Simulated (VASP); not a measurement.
Crystal: TiAl.

```
CELL_PARAMETERS angstrom
2.86726 0.00000 0.00000
-1.43363 2.48312 0.00000
0.00000 0.00000 4.67808
ATOMIC_POSITIONS crystal
Ti 0.00000 0.00000 0.00000
Al 0.33333 0.66667 0.50000
```

The cell comes from a database or a generator and needn't be the stable form of this composition.

* Program: VASP 6.6.1
* Task: relaxation of cell and atoms
* Functional: PBEsol
* Potentials or basis: VASP PAW PBE potentials, release 64 (Ti, Al)
* Cutoff: 580 eV
* k mesh: 18 × 18 × 10
* Occupations: gaussian, width 0.1 eV
* Spin: no spin polarisation

At the start: pressure -3.4 GPa; volume 16.65 Å³/atom.

Q: Where does the relaxation end?

A: Over 8 steps the energy falls by 5.7 meV/atom and the volume is 16.14 Å³/atom (-3.1 %); space group P-6m2 (No. 187, to 0.05 Å).

Step by step:
```csv
step,energy change (eV),largest force (eV/Å),pressure (GPa),volume (Å³)
1,0.0000,0.0000,-3.43,33.31
2,-0.0060,0.0000,2.55,31.62
3,-0.0113,0.0000,-0.01,32.29
4,-0.0113,0.0000,-0.08,32.31
5,-0.0113,0.0000,-0.07,32.30
6,-0.0113,0.0000,-0.07,32.30
7,-0.0113,0.0000,0.05,32.26
8,-0.0113,0.0000,0.01,32.28
```

Final structure:
```
Ti Al
1.0
     2.83781    0.00000    0.00000
    -1.41891    2.45762    0.00000
     0.00000    0.00000    4.62807
Ti Al
1 1
Direct
  0.00000 0.00000 0.00000
  0.33333 0.66667 0.50000
```

Caveat: the PAW data sets were made with another functional, which shifts forces and pressure a little.
